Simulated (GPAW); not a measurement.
Sn, 2 atoms in the cell. It takes space group Fd-3m (No. 227, cubic). Conventional cell: a = 6.467 Å, b = 6.467 Å, c = 6.467 Å, α = 90.00°, β = 90.00°, γ = 90.00°. Sn (site symmetry -43m) has 4 Sn at 2.80 Å as nearest neighbours. This isn't the form of Sn at room conditions, which is tetragonal (white tin).

```yaml
Program: GPAW 26.7.0
Task: equation of state
Functional: TPSS
Dispersion: D3(BJ)
Potentials_or_basis: GPAW PAW data sets (gpaw-data 1.2.1)
Cutoff: 600 eV
Basis: pw
k_mesh: 6 × 6 × 6
Occupations: fermi-dirac, width 0.05 eV
Spin: no spin polarisation
Eigensolver: davidson
Maxiter: 150
Eos_scales: "[0.94, 0.96, 0.98, 1.0, 1.02, 1.04, 1.06]"
```

Potentials or basis: GPAW PAW data sets (gpaw-data 1.2.1), pw.

Command:

```bash
$ OMP_NUM_THREADS=1 python run.py
```

Hardware: 1 thread of Arm Neoverse V1, on a shared host.

Estimate the wall time of this run.

Wall time 10 min on 1 thread of Arm Neoverse V1, on a shared host, peak memory 0.75 GiB. Counts: scf iterations 114, plane waves 2138, bands 24, k points 16.
